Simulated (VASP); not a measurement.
# Ga (I4/mmm) in VASP: further runs

The runs below take Ga through single point, with PBE.

Program: VASP 6.6.1. These are calculated values, not measurements. Logs are shortened: lines on timing, memory, paths and dates and some standing lists are left out, and cuts for length are marked.

**1. Starting point**

Symmetry: I4/mmm, No. 139, tetragonal system. The conventional cell has a = 2.769 Å, b = 2.769 Å, c = 4.622 Å, α = 90.00°, β = 90.00°, γ = 90.00°. Around Ga (site symmetry 4/mmm) lie 12 Ga at 2.77 to 3.03 Å.

This isn't the form of Ga at room conditions, which is orthorhombic.

**2. Single point, PBE**

Contents of INCAR:

```
ADDGRID = False
ALGO = Normal
EDIFF = 1E-7
ENCUT = 550
GGA = PE
ISIF = 2
ISMEAR = 1
LASPH = True
LCHARG = False
LREAL = False
LWAVE = False
NELM = 100
PREC = Low
SIGMA = 0.15
```

Contents of KPOINTS:

```
k-points
0
Gamma
  14 14 14
```

Contents of POSCAR:

```
Ga
1.0
   -1.3843987196      1.3843987196      2.3112238365
    1.3843987196     -1.3843987196      2.3112238365
    1.3843987196      1.3843987196     -2.3112238365
Ga
1
Direct
    0.0000000000      0.0000000000      0.0000000000
```

Potentials or basis: VASP PAW PBE potentials, release 64 (Ga_d).

On the command line:

```bash
$ cat potpaw_PBE.64/Ga_d/POTCAR > POTCAR
$ mpirun -np 1 vasp_std > vasp.out
```

OUTCAR:

```text
EDIFF = 1E-7
   ENCUT = 550
   GGA = PE
   ISIF = 2
   ISMEAR = 1
   LASPH = True
   LREAL = False
   NELM = 100
   PREC = Low

 Found    244 irreducible k-points:

 Following reciprocal coordinates:
            Coordinates               Weight
  0.000000  0.000000  0.000000      1.000000
  0.071429  0.000000 -0.000000      8.000000
  0.142857 -0.000000  0.000000      8.000000
  0.214286  0.000000 -0.000000      8.000000
  0.285714  0.000000  0.000000      8.000000
  0.357143  0.000000 -0.000000      8.000000
   k-points           NKPTS =    244   k-points in BZ     NKDIM =    244   number of bands    NBANDS=     10
   number of dos      NEDOS =    301   number of ions     NIONS =      1
   total plane-waves  NPLWV =   5832
   dimension x,y,z NGX =    18 NGY =   18 NGZ =   18
   dimension x,y,z NGXF=    18 NGYF=   18 NGZF=   18
   ions per type =               1
   NGX,Y,Z   is equivalent  to a cutoff of   9.88,  9.88,  9.88 a.u.
   NGXF,Y,Z  is equivalent  to a cutoff of   9.88,  9.88,  9.88 a.u.
 SYSTEM =  unknown system
   PREC   = low       normal or accurate (medium, high low for compatibility)
   ISTART =      0    job   : 0-new  1-cont  2-samecut
   ICHARG =      2    charge: 1-file 2-atom 10-const
   ISPIN  =      1    spin polarized calculation?
   LNONCOLLINEAR =      F non collinear calculations
   LSORBIT =      F    spin-orbit coupling
   LASPH  =      T    aspherical Exc in radial PAW
   ENCUT  =  550.0 eV  40.42 Ry    6.36 a.u.   5.79  5.79  5.79*2*pi/ulx,y,z
   NELM   =    100;   NELMIN=  2; NELMDL= -5     # of ELM steps
   EDIFF  = 0.1E-06   stopping-criterion for ELM
   LREAL  =      F    real-space projection
   EDIFFG = 0.1E-05   stopping-criterion for IOM
   NSW    =      0    number of steps for IOM
   IBRION =     -1    ionic relax: 0-MD 1-quasi-New 2-CG
   NFREE  =      0    steps in history (QN), initial steepest desc. (CG)
   ISIF   =      2    stress and relaxation
   ISYM   =      2    0-nonsym 1-usesym 2-fastsym
   POTIM  = 0.5000    time-step for ionic-motion
   TEBEG  =    0.0;   TEEND  =   0.0 temperature during run
   PSTRESS=    0.0 pullay stress
   NELECT =      13.0000    total number of electrons
   NUPDOWN=      -1.0000    fix difference up-down
   EMIN   =  10.00;   EMAX   =-10.00  energy-range for DOS
   EFERMI =   0.00;   METHOD = LEGACY
   ISMEAR =     1;   SIGMA  =   0.15  broadening in eV -4-tet -1-fermi 0-gaus
   EFERMI_NEDOS =   21; number of points for ismear=-14 and -15
   IALGO  =     38    algorithm
   IMIX   =      4    mixing-type and parameters
     AMIX     =   0.40;   BMIX     =  1.00
     AMIX_MAG =   1.60;   BMIX_MAG =  1.00
  volume/ion in A,a.u.               =      17.72       119.57
  Fermi-wavevector in a.u.,A,eV,Ry     =   1.476549  2.790273 29.663375  2.180197
  Thomas-Fermi vector in A             =   2.591062
   LORBIT       =      0    0 simple, 1 ext, 2 COOP (PROOUT), +10 PAW based schemes
   GGA     = PE    functional components
   LHFCALC =     F    Hartree Fock is set to
   AEXX    =    0.0000 exact exchange contribution
   IVDW    =     0    specifies the selected vdW correction
   LEPSILON=     F    determine dielectric tensor
   LRPA    =     F    only Hartree local field effects (RPA)
 non-spin polarized calculation
 Methfessel and Paxton  Order N= 1 SIGMA  =   0.15
  energy-cutoff  :      550.00
  volume of cell :       17.72
 maximum number of plane-waves:       532
   NGX = 11   NGY = 11   NGZ = 11

 number of electron      12.9999190 magnetization

 Free energy of the ion-electron system (eV)
  ---------------------------------------------------
  ext. energy  EPLUGINS =         0.00000000
  ---------------------------------------------------
  free energy    TOTEN  =        -2.87265597 eV

  energy without entropy =       -2.87254913  energy(sigma->0) =       -2.87262036

 E-fermi :   6.1526     XC(G=0): -11.3315

 val. band max:        6.1491104653   @ k =  -0.4286   0.5000   0.0714
 cond. band min:       6.1713749410   @ k =  -0.3571   0.4286   0.2143
 fundamental gap:      0.0222644757
 Fermi energy:         6.1525936999

 k-point     1 :       0.0000    0.0000    0.0000
  band No.  band energies     occupation
      1      -8.9536      2.00000
      2      -8.7946      2.00000
      3      -8.7591      2.00000
      4      -8.7588      2.00000
      5      -8.5963      2.00000
      6      -5.3826      2.00000
      7      18.8517      0.00000
      8      19.1565      0.00000
      9      19.1569      0.00000
     10      22.5234      0.00000

 k-point     2 :       0.0714    0.0000   -0.0000
  band No.  band energies     occupation
      1      -8.9445      2.00000
      2      -8.7920      2.00000
      3      -8.7619      2.00000
      4      -8.7534      2.00000
      5      -8.6011      2.00000
      6      -5.2439      2.00000
      7      17.4475      0.00000
      8      18.4007      0.00000
      9      19.0352      0.00000
     10      21.5784      0.00000

 k-point     3 :       0.1429   -0.0000    0.0000
  band No.  band energies     occupation
      1      -8.9243      2.00000
      2      -8.7962      2.00000
      3      -8.7547      2.00000
      4      -8.7389      2.00000
      5      -8.6134      2.00000
      6      -4.8248      2.00000
      7      14.5185      0.00000
      8      17.3441      0.00000
      9      18.7866      0.00000
     10      20.7038      0.00000

 k-point     4 :       0.2143    0.0000   -0.0000
  band No.  band energies     occupation
      1      -8.9086      2.00000
      2      -8.8215      2.00000
      3      -8.7233      2.00000
      4      -8.7154      2.00000
      5      -8.6257      2.00000
      6      -4.1194      2.00000
      7      11.5260      0.00000
      8      16.2630      0.00000
      9      18.5796      0.00000
     10      19.7993      0.00000

 k-point     5 :       0.2857    0.0000    0.0000
  band No.  band energies     occupation
      1      -8.9040      2.00000
      2      -8.8554      2.00000
      3      -8.7196      2.00000
      4      -8.6570      2.00000
      5      -8.6256      2.00000
      6      -3.1251      2.00000
      7       8.6951     -0.00000
      8      15.3393      0.00000
      9      18.4945      0.00000
     10      19.0345      0.00000

 k-point     6 :       0.3571    0.0000   -0.0000
  band No.  band energies     occupation
      1      -8.9077      2.00000
      2      -8.8862      2.00000
      3      -8.7297      2.00000
      4      -8.6120      2.00000
      5      -8.5982      2.00000
      6      -1.8445      2.00000
      7       6.0854      1.68043
      8      14.6447      0.00000
      9      18.4791      0.00000
     10      18.5344      0.00000

 [... further k-points ...]

------------------------ aborting loop because EDIFF is reached ----------------------------------------

  FORCE on cell =-STRESS in cart. coord.  units (eV):
  Direction    XX          YY          ZZ          XY          YZ          ZX
  --------------------------------------------------------------------------------------
  -------------------------------------------------------------------------------------
  Total        0.4576593      0.4576593      0.3968456      0.0000000      0.0000000      0.0000000
  in kB       41.3836252     41.3836252     35.8845728      0.0000000      0.0000000      0.0000000
  external PRESSURE =      39.5506077 kB  Pullay stress =       0.0000000 kB

 VOLUME and BASIS-vectors are now :
 -----------------------------------------------------------------------------
  energy-cutoff  :      550.00
  volume of cell :       17.72
      direct lattice vectors                 reciprocal lattice vectors
    -1.384398720  1.384398720  2.311223836     0.000000000  0.361167627  0.216335602
     1.384398720 -1.384398720  2.311223836     0.361167627  0.000000000  0.216335602
     1.384398720  1.384398720 -2.311223836     0.361167627  0.361167627  0.000000000

 POSITION                                       TOTAL-FORCE (eV/Angst)
 -----------------------------------------------------------------------------------
      0.00000      0.00000      0.00000         0.000000      0.000000     -0.000000
 -----------------------------------------------------------------------------------
    total drift:                                0.000000     -0.000000      0.000000

  FREE ENERGIE OF THE ION-ELECTRON SYSTEM (eV)
  ---------------------------------------------------
  free  energy   TOTEN  =        -2.8726559699 eV

  energy  without entropy=       -2.8725491337  energy(sigma->0) =       -2.87262036
```

It took 9.2 s on 1 thread of Intel Xeon 6975P-C (Granite Rapids), shared host; peak memory 0.14 GiB.

The run converged, but some of its settings lie outside the range that counts as converged, so its numbers aren't taken as properties of the crystal.

What came out:

```
Free energy            : -2.8727 eV
Pressure               : 4.0 GPa
Band gap on the k mesh : none (metal or under the smearing width)
```

**3. Single point, PBE**

INCAR: that of step 2 with these lines changed.

```diff
@@ -12,3 +12,3 @@
 NELM = 100
-PREC = Low
+PREC = Normal
 SIGMA = 0.15
```

KPOINTS is that of step 2.

POSCAR is that of step 2.

Potentials or basis: VASP PAW PBE potentials, release 64 (Ga_d).

On the command line:

```bash
$ cat potpaw_PBE.64/Ga_d/POTCAR > POTCAR
$ mpirun -np 1 vasp_std > vasp.out
```

OUTCAR:

```text
EDIFF = 1E-7
   ENCUT = 550
   GGA = PE
   ISIF = 2
   ISMEAR = 1
   LASPH = True
   LREAL = False
   NELM = 100
   PREC = Normal

 Found    244 irreducible k-points:

 Following reciprocal coordinates:
            Coordinates               Weight
  0.000000  0.000000  0.000000      1.000000
  0.071429  0.000000 -0.000000      8.000000
  0.142857 -0.000000  0.000000      8.000000
  0.214286  0.000000 -0.000000      8.000000
  0.285714  0.000000  0.000000      8.000000
  0.357143  0.000000 -0.000000      8.000000
   k-points           NKPTS =    244   k-points in BZ     NKDIM =    244   number of bands    NBANDS=     10
   number of dos      NEDOS =    301   number of ions     NIONS =      1
   total plane-waves  NPLWV =   5832
   dimension x,y,z NGX =    18 NGY =   18 NGZ =   18
   dimension x,y,z NGXF=    36 NGYF=   36 NGZF=   36
   ions per type =               1
   NGX,Y,Z   is equivalent  to a cutoff of   9.88,  9.88,  9.88 a.u.
   NGXF,Y,Z  is equivalent  to a cutoff of  19.76, 19.76, 19.76 a.u.
 SYSTEM =  unknown system
   PREC   = normal    normal or accurate (medium, high low for compatibility)
   ISTART =      0    job   : 0-new  1-cont  2-samecut
   ICHARG =      2    charge: 1-file 2-atom 10-const
   ISPIN  =      1    spin polarized calculation?
   LNONCOLLINEAR =      F non collinear calculations
   LSORBIT =      F    spin-orbit coupling
   LASPH  =      T    aspherical Exc in radial PAW
   ENCUT  =  550.0 eV  40.42 Ry    6.36 a.u.   5.79  5.79  5.79*2*pi/ulx,y,z
   NELM   =    100;   NELMIN=  2; NELMDL= -5     # of ELM steps
   EDIFF  = 0.1E-06   stopping-criterion for ELM
   LREAL  =      F    real-space projection
   EDIFFG = 0.1E-05   stopping-criterion for IOM
   NSW    =      0    number of steps for IOM
   IBRION =     -1    ionic relax: 0-MD 1-quasi-New 2-CG
   NFREE  =      0    steps in history (QN), initial steepest desc. (CG)
   ISIF   =      2    stress and relaxation
   ISYM   =      2    0-nonsym 1-usesym 2-fastsym
   POTIM  = 0.5000    time-step for ionic-motion
   TEBEG  =    0.0;   TEEND  =   0.0 temperature during run
   PSTRESS=    0.0 pullay stress
   NELECT =      13.0000    total number of electrons
   NUPDOWN=      -1.0000    fix difference up-down
   EMIN   =  10.00;   EMAX   =-10.00  energy-range for DOS
   EFERMI =   0.00;   METHOD = LEGACY
   ISMEAR =     1;   SIGMA  =   0.15  broadening in eV -4-tet -1-fermi 0-gaus
   EFERMI_NEDOS =   21; number of points for ismear=-14 and -15
   IALGO  =     38    algorithm
   IMIX   =      4    mixing-type and parameters
     AMIX     =   0.40;   BMIX     =  1.00
     AMIX_MAG =   1.60;   BMIX_MAG =  1.00
  volume/ion in A,a.u.               =      17.72       119.57
  Fermi-wavevector in a.u.,A,eV,Ry     =   1.476549  2.790273 29.663375  2.180197
  Thomas-Fermi vector in A             =   2.591062
   LORBIT       =      0    0 simple, 1 ext, 2 COOP (PROOUT), +10 PAW based schemes
   GGA     = PE    functional components
   LHFCALC =     F    Hartree Fock is set to
   AEXX    =    0.0000 exact exchange contribution
   IVDW    =     0    specifies the selected vdW correction
   LEPSILON=     F    determine dielectric tensor
   LRPA    =     F    only Hartree local field effects (RPA)
 non-spin polarized calculation
 Methfessel and Paxton  Order N= 1 SIGMA  =   0.15
  energy-cutoff  :      550.00
  volume of cell :       17.72
 maximum number of plane-waves:       532
   NGX = 11   NGY = 11   NGZ = 11

 number of electron      12.9999979 magnetization

 Free energy of the ion-electron system (eV)
  ---------------------------------------------------
  ext. energy  EPLUGINS =         0.00000000
  ---------------------------------------------------
  free energy    TOTEN  =        -2.87066780 eV

  energy without entropy =       -2.87056119  energy(sigma->0) =       -2.87063226

 E-fermi :   6.1501     XC(G=0): -11.3336

 val. band max:        6.1465011899   @ k =  -0.4286   0.5000   0.0714
 cond. band min:       6.1687486220   @ k =  -0.3571   0.4286   0.2143
 fundamental gap:      0.0222474321
 Fermi energy:         6.1500718394

 k-point     1 :       0.0000    0.0000    0.0000
  band No.  band energies     occupation
      1      -8.9551      2.00000
      2      -8.7953      2.00000
      3      -8.7597      2.00000
      4      -8.7597      2.00000
      5      -8.5974      2.00000
      6      -5.3850      2.00000
      7      18.8480      0.00000
      8      19.1545      0.00000
      9      19.1545      0.00000
     10      22.5212      0.00000
[... 53 lines left out ...]
 k-point     6 :       0.3571    0.0000   -0.0000
  band No.  band energies     occupation
      1      -8.9089      2.00000
      2      -8.8870      2.00000
      3      -8.7304      2.00000
      4      -8.6130      2.00000
      5      -8.5992      2.00000
      6      -1.8469      2.00000
      7       6.0831      1.67874
      8      14.6417      0.00000
      9      18.4772      0.00000
     10      18.5320      0.00000

 [... further k-points ...]

------------------------ aborting loop because EDIFF is reached ----------------------------------------

  FORCE on cell =-STRESS in cart. coord.  units (eV):
  Direction    XX          YY          ZZ          XY          YZ          ZX
  --------------------------------------------------------------------------------------
  -------------------------------------------------------------------------------------
  Total        0.4420353      0.4420353      0.3927810      0.0000000      0.0000000      0.0000000
  in kB       39.9708286     39.9708286     35.5170320      0.0000000      0.0000000      0.0000000
  external PRESSURE =      38.4862297 kB  Pullay stress =       0.0000000 kB

 VOLUME and BASIS-vectors are now :
 -----------------------------------------------------------------------------
  energy-cutoff  :      550.00
  volume of cell :       17.72
      direct lattice vectors                 reciprocal lattice vectors
    -1.384398720  1.384398720  2.311223836     0.000000000  0.361167627  0.216335602
     1.384398720 -1.384398720  2.311223836     0.361167627  0.000000000  0.216335602
     1.384398720  1.384398720 -2.311223836     0.361167627  0.361167627  0.000000000

 POSITION                                       TOTAL-FORCE (eV/Angst)
 -----------------------------------------------------------------------------------
      0.00000      0.00000      0.00000        -0.000000      0.000000      0.000000
 -----------------------------------------------------------------------------------
    total drift:                                0.000000      0.000000      0.000000

  FREE ENERGIE OF THE ION-ELECTRON SYSTEM (eV)
  ---------------------------------------------------
  free  energy   TOTEN  =        -2.8706677999 eV

  energy  without entropy=       -2.8705611904  energy(sigma->0) =       -2.87063226
```

Run time: 9.2 s. Hardware: 1 thread of Intel Xeon 6975P-C (Granite Rapids), shared host; peak memory 0.15 GiB.

These settings aren't checked as converged: the numbers below hold their error.

Results:

```yaml
Free_energy: -2.8707 eV
Pressure: 3.8 GPa
Band_gap_on_the_k_mesh: none (metal or under the smearing width)
```

**4. Single point, PBE**

INCAR: that of step 3 with these lines changed.

```diff
@@ -9,6 +9,6 @@
 LCHARG = False
-LREAL = False
+LREAL = Auto
 LWAVE = False
 NELM = 100
-PREC = Normal
+PREC = Accurate
 SIGMA = 0.15
```

KPOINTS is that of step 3.

POSCAR is that of step 3.

On the command line:

```bash
$ cat potpaw_PBE.64/Ga_d/POTCAR > POTCAR
$ mpirun -np 1 vasp_std > vasp.out
```

Run time: 22 s. Hardware: 1 thread of Intel Xeon 6975P-C (Granite Rapids), shared host; peak memory 0.16 GiB.

The run converged, but some of its settings lie outside the range that counts as converged, so its numbers aren't taken as properties of the crystal.

Results:

| Property | Result |
| --- | --- |
| Free energy | -2.8708 eV |
| Pressure | 3.8 GPa |
| Band gap on the k mesh | none (metal or under the smearing width) |

**5. For comparison**

An earlier run on the cell as given: functional PBEsol; potentials or basis VASP PAW PBE potentials, release 64 (Ga_d); cutoff 520 eV; k mesh 13 × 13 × 13; occupations fermi-dirac, width 0.05 eV; no spin polarisation.

* Pressure: -0.2 GPa
* Band gap on the k mesh: none (metal or under the smearing width)
